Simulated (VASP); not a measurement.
Runs of VASP 6.6.1 on CuO. The structure is cubic, space group Pm-3m (No. 221). The conventional cell has a = 2.553 Å, b = 2.553 Å, c = 2.553 Å, α = 90.00°, β = 90.00°, γ = 90.00°. Cu (site symmetry m-3m) is surrounded by 8 O at 2.21 Å. Around O (site symmetry m-3m) lie 8 Cu at 2.21 Å. Measurements of this composition are mostly on another form, of space group No. 15.

```csv
task,level,spin,U,cell,k mesh,cutoff (eV),grid for exact exchange (PRECFOCK),exchange at q = 0,mesh quality,gap on the mesh (eV),pressure (GPa),moment (μB),relaxed volume (Å³/atom)
relaxation of cell and atoms,r2SCAN50,off,-,relaxed,5 × 5 × 5,600,Fast,default,coarse,none,0.1,-,8.54
single point,PBE+U,"collinear, ferromagnetic start",Cu d U = 2 eV,as given,7 × 7 × 7,520,-,-,not flagged,none,(b),1.00,-
single point,r2SCAN+U,"collinear, random start",Cu d U = 4 eV,as given,7 × 7 × 7,520,-,-,not flagged,none,8.1,0.00,-
relaxation of cell and atoms,r2SCAN,off,-,relaxed,10 × 10 × 10,600,-,-,not flagged,none,0.0,-,8.79
single point,r2SCAN+U,"collinear, ferromagnetic start",Cu d U = 4 eV,as given,7 × 7 × 7,520,-,-,not flagged,none,(a),1.00,-
```

Alike in all rows: potentials or basis VASP PAW PBE potentials, release 64 (Cu, O); smearing gaussian 0.05 eV.

**Question.** Estimate the missing entries.

**Answer.** (a) 10.9; (b) 21.1.

Caveats: some runs use coarse meshes; the PAW data sets were made with another functional, which shifts forces and pressure a little (some runs); an odd number of electrons without spin polarisation forces a metal (some runs); a magnetic or distorted state may lie lower (some runs); a cell with one magnetic atom can't hold antiferromagnetic order, which such compounds often take (some runs); semilocal functionals often make such compounds metallic where correlation or magnetic order opens a gap, which also shifts bond lengths (some runs).

A k mesh can miss the band edges.

A gap of «none» marks a metal or a gap under the smearing width.

Not every run made on this cell is shown here.
